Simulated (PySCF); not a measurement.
An unknown is described by computed data only.

Elements present: C, H and O. Monoisotopic mass: 60.0211 u.

| Item | Value |
| --- | --- |
| XPS | C1s 292.9, C1s 295.0, O1s 538.3, O1s 540.0 eV [ΔSCF SCAN, pcX-2 on the ionised atom, pcseg-1 elsewhere, spin-free X2C] |
| 1H NMR | chemical shifts (computed TMS as zero) by class: 7.79 (1 H), 3.68 (3 H) ppm [GIAO PBE0/pcSseg-1] |
| NMR, other nuclei | isotropic shieldings of nuclei other than C and H, by class: -119 (1 O), 139 (1 O) ppm [GIAO PBE0/pcSseg-1] |
| 13C NMR | chemical shifts (computed TMS as zero) by class: 164.8 (1 C), 51.2 (1 C) ppm [GIAO PBE0/pcSseg-1] |
| Dipole | 1.92 D [PBE0/pcSseg-1] |
| Couplings | largest of the computed one-bond spin–spin couplings (means over like bonds): 13C–1H +231.5, 13C–1H +152.7 (×3), 17O–13C +39.2, 17O–13C +27.4, 17O–13C +19.4 Hz [B3LYP/pcJ-1] |
| Rotational structure | rotational constants A, B, C: 20.410, 6.935, 5.352 GHz [PBE0-D3(BJ)/def2-SVP] |

Electronic properties: PySCF, gas phase, density fitting. Levels stand in brackets. The structure is a single PBE0-D3(BJ)/def2-SVP conformer in the gas phase; no vibrational or solvent corrections. NMR values are class means; diastereotopic atoms form classes of their own.

Q: Which formula fits the mass and the elements?

A: C2H4O2 (calculated 60.0211). No other formula that holds each of these elements comes within 0.0003 u with a fitting electron parity and a possible valence count.

Q: What is the compound? Reason from the data.

A: Numbering: `[CH3:1][O:2][CH:3]=[O:4]`. Its formula, C2H4O2, gives 1 degree of unsaturation: 0 rings and 1 π bond in the structure found. 2 carbons fall into 2 classes; from least to most shielded: ester carbonyl carbon [C3] (164.8 ppm), methoxy carbon [C1] (51.2 ppm). Hydrogen classes from least to most shielded: 1 H on an ester carbonyl carbon, C3 (7.79 ppm), 3 H on a methoxy carbon, C1 (3.68 ppm). The other shieldings belong to: -119 ppm, ester carbonyl oxygen [O4]; 139 ppm, ester single-bonded oxygen [O2]. The couplings run between: +231.5 Hz, ester carbonyl carbon [C3] and its hydrogen; +152.7 Hz, methoxy carbon [C1] and its hydrogen (with 2 like pairs); +39.2 Hz, ester single-bonded oxygen [O2] and ester carbonyl carbon [C3]; +27.4 Hz, ester carbonyl oxygen [O4] and ester carbonyl carbon [C3]; +19.4 Hz, ester single-bonded oxygen [O2] and methoxy carbon [C1]. The core levels belong to: C1s 292.9 eV, methoxy carbon [C1]; C1s 295.0 eV, ester carbonyl carbon [C3]; O1s 538.3 eV, ester carbonyl oxygen [O4]; O1s 540.0 eV, ester single-bonded oxygen [O2]. By its constants the optimised geometry is an asymmetric top. Structure: `O(C)C=O` (methyl formate). Computed isomers that give other values at the same levels: `CC(=O)O` (rotational constant A: 11.484 GHz; this holds for the one conformer computed); `O=CCO` (rotational constant A: 18.566 GHz; this holds for the one conformer computed). The assignments are read from this structure; whether some other isomer fits the data as well wasn't checked.

Shape of the structure used: `[CH3:1][O:2][CH:3]=[O:4]`: C1–O2–C3–O4 0°.
